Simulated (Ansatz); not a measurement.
# AlCu3: the cost of one run

Method: DFT r2SCAN, scalar-relativistic, plane waves, PAW, in Ansatz 0.2.0.

1 further run of the same task is left out (set aside as unsound or not needed). Runs told in other sessions of the task aren't counted.

### 1 Starting point

The structure is cubic, space group Pm-3m (No. 221). The conventional cell has a = 3.642 Å, b = 3.642 Å, c = 3.642 Å, α = 90.00°, β = 90.00°, γ = 90.00°. Al (site symmetry m-3m) has 12 Cu at 2.58 Å in its first shell of neighbours. Around Cu (site symmetry 4/mmm) lie 4 Al at 2.58 Å and 8 Cu at 2.58 Å.

Coordinates:

```
CELL_PARAMETERS angstrom
3.64182 0.00000 0.00000
0.00000 3.64182 0.00000
0.00000 0.00000 3.64182
ATOMIC_POSITIONS crystal
Al 0.00000 0.00000 0.00000
Cu 0.50000 0.50000 0.00000
Cu 0.50000 0.00000 0.50000
Cu 0.00000 0.50000 0.50000
```

It goes back to an entry of the Materials Project, which need not be the stable form.

This cell was relaxed beforehand with the same method: volume 12.08 Å³/atom, gap on the mesh none (metal).

### 2 Zero of energy

The reference gives a free energy of -20434.8867 eV, pressure 0.04 GPa, largest force 0.000 eV/Å and gap on the mesh none (metal). It was computed beforehand with the settings of the runs below.

### 3 Next: freezing in a mode

Mode 7 of the phonon run on this cell, counted from the lowest, is frozen in: each atom moves by x times its row below, so x is the largest displacement.

```
atom      ux     uy     uz
 Al1   0.633  0.000  0.000
 Cu2   0.366  0.000  0.000
 Cu3   0.366  0.000  0.000
 Cu4  -1.000  0.000  0.000
```

### 4 x = -0.120 Å

Contents of input.yaml:

```yaml
crystal:
  lattice:
    - [3.6418163332, 0.0, 0.0]
    - [0.0, 3.6418163332, 0.0]
    - [0.0, 0.0, 3.6418163332]
  atoms:
    - { symbol: Al, position: [-0.020844296, 0.0, 0.0] }
    - { symbol: Cu, position: [0.4879499333, 0.5, 0.0] }
    - { symbol: Cu, position: [0.4879499333, 0.0, 0.5] }
    - { symbol: Cu, position: [0.0329505909, 0.5, 0.5] }
basis:
  ecutwfc: 500
kpoints:
  mp_grid: { grid: [14, 14, 14] }
hamiltonian:
  xc: r2scan
scf:
  occupations: { method: gaussian, width: 0.15 }
output:
  forces: true
  stress: true
  eigenvalues: true
```

The run is started by

```
ansatz run input.yaml --threads 2 --pin off --max-ram 5120MiB --backend cpu --events-out ev --progress --plain --runs-dir out
```

What time and memory should one allow on 2 threads of Oxide Virtual Turin-like (Zen 5), shared host?

About 40 s, with a peak of 0.77 GiB.
